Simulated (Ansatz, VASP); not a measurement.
# MgO in VASP and in Ansatz

INCAR

```
  PREC = Accurate
  ENCUT = 520
  EDIFF = 1E-6
  ISMEAR = 0
  SIGMA = 0.05
  LREAL = False
  LASPH = True
  NELM = 80
  ALGO = Normal
  ISIF = 2
  LWAVE = False
  LCHARG = False
  GGA = PE
  NBANDS = 26
```

Contents of KPOINTS:

```
Automatic mesh
0
Gamma
  9 9 2
```

POSCAR

```
MgO
1.0
    3.2805263433      0.0000000000      0.0000000000
   -1.6402631717      2.8410191511      0.0000000000
    0.0000000000      0.0000000000      9.6728000000
Mg O
4 4
Direct
    0.3333333333      0.6666666667      0.9694906392
    0.0000000000      0.0000000000      0.2208211786
    0.0000000000      0.0000000000      0.7208211786
    0.6666666667      0.3333333333      0.4694906392
    0.3333333333      0.6666666667      0.7800420079
    0.0000000000      0.0000000000      0.5296443544
    0.0000000000      0.0000000000      0.0296443544
    0.6666666667      0.3333333333      0.2800420079
```

Input for Ansatz:

```yaml
crystal:
  lattice:
    - [3.2805263433, 0.0, 0.0]
    - [-1.6402631717, 2.8410191511, 0.0]
    - [0.0, 0.0, 9.6728]
  atoms:
    - { symbol: Mg, position: [0.3333333333, 0.6666666667, 0.9694906392] }
    - { symbol: Mg, position: [0.0, 0.0, 0.2208211786] }
    - { symbol: Mg, position: [0.0, 0.0, 0.7208211786] }
    - { symbol: Mg, position: [0.6666666667, 0.3333333333, 0.4694906392] }
    - { symbol: O, position: [0.3333333333, 0.6666666667, 0.7800420079] }
    - { symbol: O, position: [0.0, 0.0, 0.5296443544] }
    - { symbol: O, position: [0.0, 0.0, 0.0296443544] }
    - { symbol: O, position: [0.6666666667, 0.3333333333, 0.2800420079] }
basis:
  ecutwfc: 520.0
kpoints:
  mp_grid: { grid: [9, 9, 2] }
hamiltonian:
  xc: pbe
  pseudopotentials: { kind: paw, azcp: { folder: soft_1 } }
scf:
  occupations: { method: gaussian, width: 0.05 }
output:
  forces: true
  stress: true
  eigenvalues: true
  write_density: true
  write_potential: true
  elf: true
  volumetric_format: npy
```

Alike in both runs: task single point; functional PBE; k mesh 9 × 9 × 2; occupations gaussian, width 0.05 eV; no spin polarisation.

```csv
,VASP,Ansatz
version,VASP 6.6.1,Ansatz 0.2.0
potentials or method,"VASP PAW PBE potentials, release 64 (Mg, O)","scalar-relativistic, plane waves, PAW"
plane-wave cutoff (eV),520,520
valence electrons in the cell,32,64
```

```csv
,VASP,Ansatz,Ansatz less VASP
gap on the k mesh at the Fermi level (eV),3.70,3.72,+0.018
least direct gap on the mesh (eV),3.70,3.72,+0.018
pressure (GPa),12.0,12.3,+0.30
largest component of the traceless stress (GPa),16.68,16.37,-0.301
rms of the force components (eV/Å),0.783,0.770,-0.0130
```

Atom by atom the forces differ by 0.013 eV/Å (rms over components). With one functional, cell and mesh, what is left measures potentials, basis and numerics. The two sets of potentials don't hold the same shells in valence.

Caveats: forces of over 1 eV/Å show positions far from the minimum, so gaps and moduli don't describe the material at rest. As with any semilocal functional, this PBE gap is likely too small.
